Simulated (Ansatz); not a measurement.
Set up this calculation in Ansatz 0.2.0, as the native input.

```
Task                : single point
Functional          : PBE
Potentials or basis : Ansatz PAW
Cutoff              : 420 eV (not typed: the program's choice for these potentials)
k mesh              : 11 × 11 × 11
Occupations         : gaussian, width 0.02 eV
Spin                : no spin polarisation
```

Crystal: Nb.

```xyz
1
Lattice="0.0000 2.1150 2.1150 2.1150 0.0000 2.1150 2.1150 2.1150 0.0000" Properties=species:S:1:pos:R:3 pbc="T T T"
Nb    0.0000    0.0000    0.0000
```

This isn't the form of Nb at room conditions, which is bcc.

One way to write it, as run:

input.yaml

```yaml
crystal:
  lattice:
    - [0.0, 2.115, 2.115]
    - [2.115, 0.0, 2.115]
    - [2.115, 2.115, 0.0]
  atoms:
    - { symbol: Nb, position: [0.0, 0.0, 0.0] }
hamiltonian:
  xc: pbe
  pseudopotentials: { kind: paw }
kpoints:
  mp_grid: { grid: [11, 11, 11] }
scf:
  occupations: { method: gaussian, width: 0.02 }
output:
  forces: true
  stress: true
  eigenvalues: true
```

Potentials or basis: Ansatz PAW.

Command:

```sh
$ ansatz run input.yaml --threads 2 --pin off --max-ram 5632MiB --backend cpu --events-out ev --progress --plain --runs-dir out
```

It gave:

* Pressure: -1.9 GPa
* Band gap on the k mesh: none (metal or under the smearing width)

It took 0.58 s on 2 threads of Arm Neoverse V1 (shared host), peak memory 0.26 GiB.
